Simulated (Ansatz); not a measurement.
# Barium, diamond under RPBE: ground state and equation of state

Aim: take barium in the diamond structure, solve it on a dense k-mesh, then scale the cell to 7 volumes from 88 to 112 % of the relaxed one and try a fit of the equation of state. Spin polarisation is left out. The k-meshes are 9×9×9 for the dense run; 6×6×6 for the volumes.

This is Ba in the diamond structure; at room conditions it is bcc.

Method: DFT RPBE, plane waves (420 eV) with PAW, scalar-relativistic; PAW files made under PBE, frozen cores solved again for the functional, in Ansatz 0.2.0.

1 further run of the same task is left out (for a known fault of the program).

### 1 The system as given

The structure is cubic, space group Fd-3m (No. 227). Conventional cell: a = 10.429 Å, b = 10.429 Å, c = 10.429 Å, α = 90.00°, β = 90.00°, γ = 90.00°.

Structure file:

```
CELL_PARAMETERS angstrom
0.00000 5.21469 5.21469
5.21469 0.00000 5.21469
5.21469 5.21469 0.00000
ATOMIC_POSITIONS crystal
Ba 0.12500 0.12500 0.12500
Ba 0.87500 0.87500 0.87500
```

### 2 The energy on a finer k-mesh

input.yaml reads:

```yaml
crystal:
  lattice:
    - [0.0, 5.2146939669, 5.2146939669]
    - [5.2146939669, 0.0, 5.2146939669]
    - [5.2146939669, 5.2146939669, 0.0]
  atoms:
    - { symbol: Ba, position: [0.125, 0.125, 0.125] }
    - { symbol: Ba, position: [0.875, 0.875, 0.875] }
hamiltonian:
  xc: rpbe
  pseudopotentials:
    kind: paw
    azcp:
      Ba: "pseudopotentials/Ba.paw.azcp"
basis:
  ecutwfc: 420
  fft_grid_basis: typed
kpoints:
  mp_grid: { grid: [9, 9, 9], shift: [0, 0, 0] }
magnetization:
  spin_polarized: false
scf:
  occupations: { method: fermi_dirac, width: 0.1 }
output:
  write_density: true
  write_potential: true
  elf: true
  volumetric_format: npy
```

### 3 The cell scaled to 88 % of its volume

input.yaml reads:

```yaml
crystal:
  lattice:
    - [0.0, 4.9971576443, 4.9971576443]
    - [4.9971576443, 0.0, 4.9971576443]
    - [4.9971576443, 4.9971576443, 0.0]
  atoms:
    - { symbol: Ba, position: [0.125, 0.125, 0.125] }
    - { symbol: Ba, position: [0.875, 0.875, 0.875] }
hamiltonian:
  xc: rpbe
  pseudopotentials:
    kind: paw
    azcp:
      Ba: "pseudopotentials/Ba.paw.azcp"
basis:
  ecutwfc: 420
  fft_grid_basis: typed
kpoints:
  mp_grid: { grid: [6, 6, 6], shift: [0, 0, 0] }
magnetization:
  spin_polarized: false
scf:
  occupations: { method: fermi_dirac, width: 0.1 }
  lower_state_search: "off"
output:
  stress: true
```

### 4 The cell scaled to 92 % of its volume

input.yaml: that of step 3 with these lines changed.

```diff
@@ -2,5 +2,5 @@
   lattice:
-    - [0.0, 4.9971576443, 4.9971576443]
-    - [4.9971576443, 0.0, 4.9971576443]
-    - [4.9971576443, 4.9971576443, 0.0]
+    - [0.0, 5.0717530844, 5.0717530844]
+    - [5.0717530844, 0.0, 5.0717530844]
+    - [5.0717530844, 5.0717530844, 0.0]
   atoms:
```

### 5 The cell scaled to 96 % of its volume

input.yaml: that of step 4 with these lines changed.

```diff
@@ -2,5 +2,5 @@
   lattice:
-    - [0.0, 5.0717530844, 5.0717530844]
-    - [5.0717530844, 0.0, 5.0717530844]
-    - [5.0717530844, 5.0717530844, 0.0]
+    - [0.0, 5.1442164901, 5.1442164901]
+    - [5.1442164901, 0.0, 5.1442164901]
+    - [5.1442164901, 5.1442164901, 0.0]
   atoms:
@@ -26 +26,5 @@
   stress: true
+  write_density: true
+  write_potential: true
+  elf: true
+  volumetric_format: npy
```

### 6 The cell scaled to 100 % of its volume

input.yaml: that of step 5 with these lines changed.

```diff
@@ -2,5 +2,5 @@
   lattice:
-    - [0.0, 5.1442164901, 5.1442164901]
-    - [5.1442164901, 0.0, 5.1442164901]
-    - [5.1442164901, 5.1442164901, 0.0]
+    - [0.0, 5.2146939669, 5.2146939669]
+    - [5.2146939669, 0.0, 5.2146939669]
+    - [5.2146939669, 5.2146939669, 0.0]
   atoms:
```

### 7 The cell scaled to 104 % of its volume

input.yaml: that of step 6 with these lines changed.

```diff
@@ -2,5 +2,5 @@
   lattice:
-    - [0.0, 5.2146939669, 5.2146939669]
-    - [5.2146939669, 0.0, 5.2146939669]
-    - [5.2146939669, 5.2146939669, 0.0]
+    - [0.0, 5.2833162307, 5.2833162307]
+    - [5.2833162307, 0.0, 5.2833162307]
+    - [5.2833162307, 5.2833162307, 0.0]
   atoms:
@@ -26,5 +26 @@
   stress: true
-  write_density: true
-  write_potential: true
-  elf: true
-  volumetric_format: npy
```

### 8 The cell scaled to 108 % of its volume

input.yaml: that of step 7 with these lines changed.

```diff
@@ -2,5 +2,5 @@
   lattice:
-    - [0.0, 5.2833162307, 5.2833162307]
-    - [5.2833162307, 0.0, 5.2833162307]
-    - [5.2833162307, 5.2833162307, 0.0]
+    - [0.0, 5.3502007517, 5.3502007517]
+    - [5.3502007517, 0.0, 5.3502007517]
+    - [5.3502007517, 5.3502007517, 0.0]
   atoms:
```

### 9 The cell scaled to 112 % of its volume

input.yaml: that of step 8 with these lines changed.

```diff
@@ -2,5 +2,5 @@
   lattice:
-    - [0.0, 5.3502007517, 5.3502007517]
-    - [5.3502007517, 0.0, 5.3502007517]
-    - [5.3502007517, 5.3502007517, 0.0]
+    - [0.0, 5.4154535333, 5.4154535333]
+    - [5.4154535333, 0.0, 5.4154535333]
+    - [5.4154535333, 5.4154535333, 0.0]
   atoms:
```

(Steps that only read results are left out.)

Q: Predict the outcome of this session. Wanted: space group; conventional cell; volume; shortest distance; gap on the mesh; relative to bcc; highest ELF outside the cores; V₀, B₀, B₀′.

As calculated:

```
                      quantity                               value
space group (spins left aside)                     Fd-3m (No. 227)
             conventional cell                        a = 10.429 Å
                        volume                     141.803 Å³/atom
             shortest distance                             4.516 Å
               gap on the mesh        none (levels filled in part)
               relative to bcc                      +1016 meV/atom
 highest ELF outside the cores  0.54, 2.48 Å from the nearest atom
                   V₀, B₀, B₀′      150.301 Å³/atom, 0.9 GPa, -2.4
```

It lies 1016 meV/atom above the element's reference form at the same level (bcc, from a run of its own). Levels at the Fermi energy are filled in part, as in a metal. B₀ comes out at 0.9 GPa, a soft solid.
